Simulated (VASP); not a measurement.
Here is a VASP 6.6.1 calculation.

Contents of INCAR:

```
PREC     = Accurate       # precision mode
ENCUT    = 900            # plane-wave cutoff, eV
EDIFF    = 1E-6           # SCF threshold, eV
ISMEAR   = -1             # smearing method
SIGMA    = 0.05           # smearing width, eV
LREAL    = F              # projectors in reciprocal space
LASPH    = T              # aspherical terms in the spheres
NELM     = 80             # most SCF steps
ALGO     = Normal         # electronic algorithm
ISIF     = 2              # what is computed and relaxed
LWAVE    = F              # write WAVECAR
LCHARG   = F              # write CHGCAR
GGA      = PE             # functional
NBANDS   = 8              # bands
```

Contents of KPOINTS:

```
regular mesh
0
Gamma
  11 11 11
```

File POSCAR:

```
LiH
1.0
    2.5069900000      0.0000000000      0.0000000000
    0.0000000000      2.5069900000      0.0000000000
    0.0000000000      0.0000000000      2.5069900000
Li H
1 1
Direct
    0.5000000000      0.5000000000      0.5000000000
    0.0000000000      0.0000000000      0.0000000000
```

KPOINTS_OPT

```
path GXMGRX,MR
20
line-mode
reciprocal
 0.0000000000  0.0000000000  0.0000000000  G
 0.0000000000  0.5000000000  0.0000000000  X

 0.0000000000  0.5000000000  0.0000000000  X
 0.5000000000  0.5000000000  0.0000000000  M

 0.5000000000  0.5000000000  0.0000000000  M
 0.0000000000  0.0000000000  0.0000000000  G

 0.0000000000  0.0000000000  0.0000000000  G
 0.5000000000  0.5000000000  0.5000000000  R

 0.5000000000  0.5000000000  0.5000000000  R
 0.0000000000  0.5000000000  0.0000000000  X

 0.5000000000  0.5000000000  0.0000000000  M
 0.5000000000  0.5000000000  0.5000000000  R
```

Potentials or basis: VASP PAW PBE potentials, release 64 (Li_GW, H_GW).

Run with:

```sh
$ cat potpaw_PBE.64/Li_GW/POTCAR potpaw_PBE.64/H_GW/POTCAR > POTCAR
$ mpirun -np 1 vasp_std > vasp.out
```

Q: What does it give for the band gap along the path?

A: 0.69 eV, indirect (least direct gap 4.22 eV).

Q: Estimate the pressure.

A: 0.1 GPa.

Levels at the corners of the path, in eV from the valence-band top:
```
point  band 1  band 2  band 3  band 4  band 5
    Γ   -8.83   11.94   11.94   11.94   12.45
    X   -6.57    0.69   11.38   16.20   16.20
    X   -6.57    0.69   11.38   16.20   16.20
    M   -2.68    1.54    1.54    9.03   19.36
    M   -2.68    1.54    1.54    9.03   19.36
    Γ   -8.83   11.94   11.94   11.94   12.45
    Γ   -8.83   11.94   11.94   11.94   12.45
    R    0.00    6.40    6.40    6.40    8.74
    R    0.00    6.40    6.40    6.40    8.74
    X   -6.57    0.69   11.38   16.20   16.20
    M   -2.68    1.54    1.54    9.03   19.36
    R    0.00    6.40    6.40    6.40    8.74
```
